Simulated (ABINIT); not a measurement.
The system is KI.

```
I K
1.0
     0.00000    3.53277    3.53277
     3.53277    0.00000    3.53277
     3.53277    3.53277    0.00000
I K
1 1
Cartesian
  3.5328 3.5328 3.5328
  0.0000 0.0000 0.0000
```

Base run:

```yaml
Program: ABINIT 10.8.3 (patched build)
Functional: r2SCAN
Potentials_or_basis: SG15 NC PBE v1.2
Cutoff: 1143 eV
k_mesh: 7 × 7 × 7
Occupations: fermi-dirac, width 0.05 eV
Spin: no spin polarisation
```

Its results: band gap on the k mesh 4.57 eV, direct; pressure -0.1 GPa.

Problem. After a change of settings the same cell gave: band gap on the k mesh 4.49 eV, direct; pressure 0.1 GPa. Which change was it?
A. functional from r2SCAN to PBEsol; potentials or basis from SG15 NC PBE v1.2 to PseudoDojo NC SR PBEsol v0.4.1 standard; cutoff from 1143 eV to 1007 eV; valence electrons from 26 to 16
B. potentials or basis from SG15 NC PBE v1.2 to PseudoDojo NC SR PBE v0.4.1 standard; cutoff from 1143 eV to 1197 eV; valence electrons from 26 to 16
C. functional from r2SCAN to LDA; potentials or basis from SG15 NC PBE v1.2 to JTH PAW LDA v2.0; cutoff from 1143 eV to 435 eV; valence electrons from 26 to 16

Solution. B.

Caveats: the potentials were made for another functional, which shifts forces and pressure; spin-orbit coupling is left out, which moves the levels of the heavy elements; a meta-GGA on potentials with a model core is unreliable (some runs).

Runs at the PBE level aren't shown here.
